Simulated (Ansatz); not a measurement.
Recipe of this trial structure of AlRu: random cell by space group and Wyckoff sites (Cmmm, No. 65). The dimensions are guesses.

```xyz
4
Lattice="2.0101 -3.5609 0.0000 2.0101 3.5609 0.0000 0.0000 0.0000 4.4201" Properties=species:S:1:pos:R:3 pbc="T T T"
Al    2.0101    1.0356    2.2100
Al    2.0101   -1.0356    2.2100
Ru    2.0101    0.0000    0.0000
Ru    0.0000    0.0000    2.2100
```

Level of theory: Ansatz, DFT PBE, scalar-relativistic, plane waves, PAW. Cutoff 420 eV, Gaussian smearing, Γ-centred meshes. Cell and atoms relax first on a coarse mesh and then on a finer one. In between, the cell is made exact in the group found at 0.06 Å. In metals the finer mesh still leaves noise of several meV/atom or more. The steps can't lower the symmetry of their start. Collinear spin is switched on along the way, since trial moments persisted in a coarse test.

A guess keeps its type if space group and coordination stay and the shape of the cell changes little (axis ratios within about 15 %, angles within 6°); the volume may change.

Question: Does it keep its structure type, or change into something else?

Answer: It doesn't keep its type. The symmetry stays Cmmm (No. 65). The volume per atom stays near 15.8 Å³. The shortest distance goes from 2.07 Å (Al–Al) to 2.43 Å (Al–Ru). Counting neighbours within 15 % of an atom's shortest distance, the start has Al 3, Ru 4/6 and the end Al 5, Ru 4/8. In detail, at the end around Al lie 3 Ru at 2.43–2.58 Å, 2 Al at 2.51 Å, 2 Al at 2.84 Å and 2 Ru at 3.14 Å; Ru on its first site has 4 Al at 2.43 Å and 6 Ru at 2.82–2.84 Å; Ru on its second site is surrounded by 2 Al at 2.58 Å, 6 Ru at 2.82–2.84 Å and 4 Al at 3.14 Å.

```
Al Ru
1.0
     2.44205   -4.55186    0.00000
     2.44205    4.55186    0.00000
     0.00000    0.00000    2.83613
Al Ru
2 2
Direct
  0.28287 0.71713 0.50000
  0.71713 0.28287 0.50000
  0.50000 0.50000 0.00000
  0.00000 0.00000 0.50000
```

The last run used collinear spin, a 12×12×16 mesh (in the run's order of axes) for its 4-atom cell and Gaussian smearing of 0.10 eV. Another magnetic order may lie lower. A structure relaxed within its symmetry needn't be a true minimum. Another cell of AlRu relaxed alike but without spin, in Pm-3m (a cell as deposited in COD), lies 0.91 eV/atom lower, so this cell isn't the stable form at this level.

In counts of neighbours, a slash parts the counts of unlike sites.
